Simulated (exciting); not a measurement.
Here is an exciting (release sodium) calculation.

Contents of input.xml:

```xml
<input>
  <title>Sn</title>
  <structure speciespath="./" tshift="false" cartesian="true">
    <crystal scale="1.88972612463">
      <basevect>-1.726539000000 1.775547000000 2.338342000000</basevect>
      <basevect>1.726539000000 -1.775547000000 2.338342000000</basevect>
      <basevect>1.726539000000 1.775547000000 -2.338342000000</basevect>
    </crystal>
    <species speciesfile="Sn.xml" rmt="2.3">
      <atom coord="0.000000000000 0.000000000000 0.000000000000" bfcmt="0 0 -8"/>
    </species>
  </structure>
  <groundstate do="fromscratch" ngridk="9 9 9" rgkmax="8" gmaxvr="14" lmaxapw="10" lmaxmat="10" lmaxvr="8" stype="Fermi Dirac" swidth="0.00499791" nempty="16" ValenceRelativity="iora*" epsengy="1e-05" epspot="1e-05" maxscl="90" outputlevel="high">
    <libxc exchange="XC_GGA_X_PW91" correlation="XC_GGA_C_PW91"/>
    <spin reducebf="0.5"/>
  </groundstate>
  <properties>
    <chargedensityplot>
      <plot3d>
        <box grid="18 18 18">
          <origin coord="0 0 0"/>
          <point coord="1 0 0"/>
          <point coord="0 1 0"/>
          <point coord="0 0 1"/>
        </box>
      </plot3d>
    </chargedensityplot>
    <elfplot>
      <plot3d>
        <box grid="18 18 18">
          <origin coord="0 0 0"/>
          <point coord="1 0 0"/>
          <point coord="0 1 0"/>
          <point coord="0 0 1"/>
        </box>
      </plot3d>
    </elfplot>
    <exccplot>
      <plot3d>
        <box grid="18 18 18">
          <origin coord="0 0 0"/>
          <point coord="1 0 0"/>
          <point coord="0 1 0"/>
          <point coord="0 0 1"/>
        </box>
      </plot3d>
    </exccplot>
  </properties>
</input>
```

Potentials or basis: all-electron LAPW+lo, shipped species files, valence relativity iora*.

The run is started by

```sh
$ OMP_NUM_THREADS=1 exciting_smp
```

(1) What does it give for the band gap on the k mesh?

(2) What does it give for the net moment?

(3) Predict the density of states at the Fermi level.

Answers

(1) none (metal or under the smearing width).

(2) 0.00 μB per cell.

(3) 0.52 states/eV per cell.
